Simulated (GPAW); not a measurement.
The system is Lu.

```
Lu
1.0
     3.50310    0.00000    0.00000
    -1.75155    3.03377    0.00000
     0.00000    0.00000    5.55090
Lu
2
Direct
  0.66667 0.33333 0.75000
  0.33333 0.66667 0.25000
```

```yaml
Program: GPAW 26.7.0
Task: relaxation of cell and atoms
Functional: TASK
Potentials_or_basis: GPAW PAW data sets (gpaw-data 1.2.1)
Cutoff: 800 eV
Basis: pw
k_mesh: 5 × 5 × 3
Occupations: fermi-dirac, width 0.05 eV
Spin: no spin polarisation
```

At the start: pressure 5.8 GPa; volume 29.50 Å³/atom.

Question: How do energy, volume and symmetry change on relaxing?

Answer: Over 5 steps the energy falls by 77.2 meV/atom and the volume is 33.69 Å³/atom (+14.2 %); space group P6_3/mmc (No. 194, to 0.05 Å).

The path:
| step | energy change (eV) | largest force (eV/Å) | pressure (GPa) | volume (Å³) |
| --- | --- | --- | --- | --- |
| 1 | 0.0000 | 0.0001 | 5.80 | 58.99 |
| 2 | -0.0328 | 0.0000 | 5.01 | 59.95 |
| 3 | -0.0838 | 0.0001 | 3.65 | 61.78 |
| 4 | -0.1313 | 0.0000 | 1.92 | 64.33 |
| 5 | -0.1544 | 0.0000 | 0.07 | 67.39 |

Final structure:
```xyz
2
Lattice="3.6546 0.0000 0.0000 -1.8273 3.1650 0.0000 0.0000 0.0000 5.8258" Properties=species:S:1:pos:R:3 pbc="T T T"
Lu    1.8273    1.0550    4.3694
Lu    0.0000    2.1100    1.4565
```

Caveat: the k mesh is coarse (spacing up to 0.41 Å⁻¹), so the values aren't converged; one-centre terms of the f shell are cut off; later steps reuse the first step's grids; the PAW data sets were made with another functional, which shifts forces and pressure a little; the volume moved by +14 % from the deposited cell, more than functionals usually miss.
